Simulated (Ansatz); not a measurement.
# Ba: energies, forces and stress near the listed structure

A set of self-consistent runs on Ba under random distortions, further strains and shifts, swapped elements, distortions that keep the symmetry, to map its energy surface near the listed cell.

Computed with Ansatz 0.2.0 (DFT PBE, scalar-relativistic, plane waves, PAW, unless a step's input says otherwise).

## Step 1: Starting point

The structure is tetragonal, space group P4/mmm (No. 123). Conventional cell: a = 4.000 Å, b = 4.000 Å, c = 3.606 Å, α = 90.00°, β = 90.00°, γ = 90.00°. Ba (site symmetry 4/mmm) is surrounded by 6 Ba at 3.61 to 4.00 Å.

Coordinates:

```cif
data_structure
_symmetry_space_group_name_H-M 'P4/mmm'
_symmetry_Int_Tables_number 123
_cell_length_a 3.9996
_cell_length_b 3.9996
_cell_length_c 3.6055
_cell_angle_alpha 90.000
_cell_angle_beta 90.000
_cell_angle_gamma 90.000
_cell_volume 57.68
loop_
_atom_site_label
_atom_site_type_symbol
_atom_site_symmetry_multiplicity
_atom_site_Wyckoff_symbol
_atom_site_fract_x
_atom_site_fract_y
_atom_site_fract_z
_atom_site_occupancy
Ba1 Ba 1 d 0.50000 0.50000 0.50000 1
```

The structure comes from the Materials Project (structure only).

## Step 2: A change within the space group

The change: strain xx, yy, zz, yz, xz, xy = -1.0, -1.0, -10.0, +0.0, +0.0, +0.0 %.

Input file input.yaml:

```yaml
crystal:
  lattice:
    - [3.9607334055, 0.0, 0.0]
    - [0.0, 3.9607334055, 0.0]
    - [0.0, 0.0, 3.2459585955]
  atoms:
    - { symbol: Ba, position: [0.5, 0.5, 0.5] }
basis:
  ecutwfc: 420
kpoints:
  mp_grid: { grid: [10, 10, 12] }
hamiltonian:
  xc: pbe
scf:
  occupations: { method: gaussian, width: 0.1 }
output:
  forces: true
  stress: true
  eigenvalues: true
```

Started as:

```sh
$ ansatz run input.yaml --threads 1 --pin off --max-ram 1331MiB --backend cpu --events-out ev --progress --plain --runs-dir out
```

## Step 3: A distortion of lower symmetry

Input file input.yaml:

```yaml
crystal:
  lattice:
    - [4.007409321, -0.067274113, -0.079993]
    - [-0.067274113, 4.007409321, 0.079993]
    - [-0.07211078, 0.07211078, 3.5123718722]
  atoms:
    - { symbol: Ba, position: [0.5, 0.5, 0.5] }
basis:
  ecutwfc: 420
kpoints:
  mp_grid: { grid: [10, 10, 10] }
hamiltonian:
  xc: pbe
scf:
  occupations: { method: gaussian, width: 0.1 }
output:
  forces: true
  stress: true
  eigenvalues: true
```

## Step 4: A distortion that keeps the symmetry

Input file input.yaml:

```yaml
crystal:
  lattice:
    - [3.906218176, 0.0, 0.0]
    - [0.0, 3.906218176, 0.0]
    - [0.0, 0.0, 3.575396694]
  atoms:
    - { symbol: Ba, position: [0.5, 0.5, 0.5] }
basis:
  ecutwfc: 420
kpoints:
  mp_grid: { grid: [10, 10, 12] }
hamiltonian:
  xc: pbe
scf:
  occupations: { method: gaussian, width: 0.1 }
output:
  forces: true
  stress: true
  eigenvalues: true
```

## Step 5: A distortion that keeps the symmetry

Edit input.yaml of step 4 so:

```diff
@@ -2,5 +2,5 @@
   lattice:
-    - [3.906218176, 0.0, 0.0]
-    - [0.0, 3.906218176, 0.0]
-    - [0.0, 0.0, 3.575396694]
+    - [4.0274475675, 0.0, 0.0]
+    - [0.0, 4.0274475675, 0.0]
+    - [0.0, 0.0, 3.738763666]
   atoms:
@@ -19 +19,2 @@
   eigenvalues: true
+  populations: true
```

## Step 6: A change within a subgroup

Input file input.yaml:

```yaml
crystal:
  lattice:
    - [4.0738435075, 0.0, -0.050475583]
    - [0.0, 3.758951063, 0.0]
    - [-0.0455019022, 0.0, 3.5236211539]
  atoms:
    - { symbol: Ba, position: [0.5, 0.5, 0.5] }
basis:
  ecutwfc: 420
kpoints:
  mp_grid: { grid: [10, 10, 10] }
hamiltonian:
  xc: pbe
scf:
  occupations: { method: gaussian, width: 0.1 }
output:
  forces: true
  stress: true
  eigenvalues: true
```

## Step 7: One element swapped, cell strained: Ba → Ca, first probe

Input file input.yaml:

```yaml
crystal:
  lattice:
    - [3.5539313852, 0.0, 0.0]
    - [0.0, 3.5539313852, 0.0]
    - [0.0, 0.0, 3.3965272122]
  atoms:
    - { symbol: Ca, position: [0.5, 0.5, 0.5] }
basis:
  ecutwfc: 420
kpoints:
  mp_grid: { grid: [6, 6, 6] }
hamiltonian:
  xc: pbe
scf:
  occupations: { method: gaussian, width: 0.1 }
output:
  forces: true
  stress: true
  eigenvalues: true
```

## Step 8: Substitution of an element, cell strained: Ba → Ca

Edit input.yaml of step 7 so:

```diff
@@ -10,3 +10,3 @@
 kpoints:
-  mp_grid: { grid: [6, 6, 6] }
+  mp_grid: { grid: [12, 12, 12] }
 hamiltonian:
```

## Step 9: A random distortion, cell strained

Input file input.yaml:

```yaml
crystal:
  lattice:
    - [3.897898904, 0.001279888, -0.0126788905]
    - [0.001279888, 4.026767627, 0.0123589185]
    - [-0.0114295586, 0.0111411155, 3.6139759613]
  atoms:
    - { symbol: Ba, position: [0.5, 0.5, 0.5] }
basis:
  ecutwfc: 420
kpoints:
  mp_grid: { grid: [10, 10, 10] }
hamiltonian:
  xc: pbe
scf:
  occupations: { method: gaussian, width: 0.1 }
output:
  forces: true
  stress: true
  eigenvalues: true
```

## Step 10: A change within the space group

Input file input.yaml:

```yaml
crystal:
  lattice:
    - [3.918137133, 0.0, 0.0]
    - [0.0, 3.918137133, 0.0]
    - [0.0, 0.0, 3.5861412002]
  atoms:
    - { symbol: Ba, position: [0.5, 0.5, 0.5] }
basis:
  ecutwfc: 420
kpoints:
  mp_grid: { grid: [10, 10, 12] }
hamiltonian:
  xc: pbe
scf:
  occupations: { method: gaussian, width: 0.1 }
output:
  forces: true
  stress: true
  eigenvalues: true
```

What does the calculation give? Wanted: for each run, case; energy; pressure; largest force.

The runs gave:

| step | case | energy (meV/atom) | pressure (GPa) | largest force (eV/Å) | gap on the mesh (eV) |
| --- | --- | --- | --- | --- | --- |
| 2 | a change within the space group | +0.0 | 2.1 | 0.00 | 0.00 |
| 3 | a distortion of lower symmetry | -167.1* | 0.8 | 0.00 | 0.00 |
| 4 | a distortion that keeps the symmetry | -200.1 | 1.1 | 0.00 | 0.00 |
| 5 | a distortion that keeps the symmetry | -232.2 | 0.2 | 0.00 | 0.00 |
| 6 | a change within a subgroup | -159.9* | 1.3 | 0.00 | 0.00 |
| 8 | substitution of an element, cell strained: Ba → Ca | n/a | 0.2 | 0.00 | 0.00 |
| 9 | a random distortion, cell strained | -205.5* | 0.7 | 0.00 | 0.00 |
| 10 | a change within the space group | -203.3 | 1.0 | 0.00 | 0.00 |

Energies are counted from step 2, with the smearing taken to zero; a star marks another k mesh, which can shift energies by itself, so starred rows don't rank against the others. Other atoms or functionals have another zero of energy (n/a). A gap of 0.00 means none on the mesh at this level.

What this shows: With one atom in the cell, moving it shifts the whole crystal, so no force arises from that. The pressure is 2.1 GPa in the smallest cell and 0.2 GPa in the largest; between them shape and moved atoms count too. The distorted cells of the listed formula and level show no gap on the mesh.
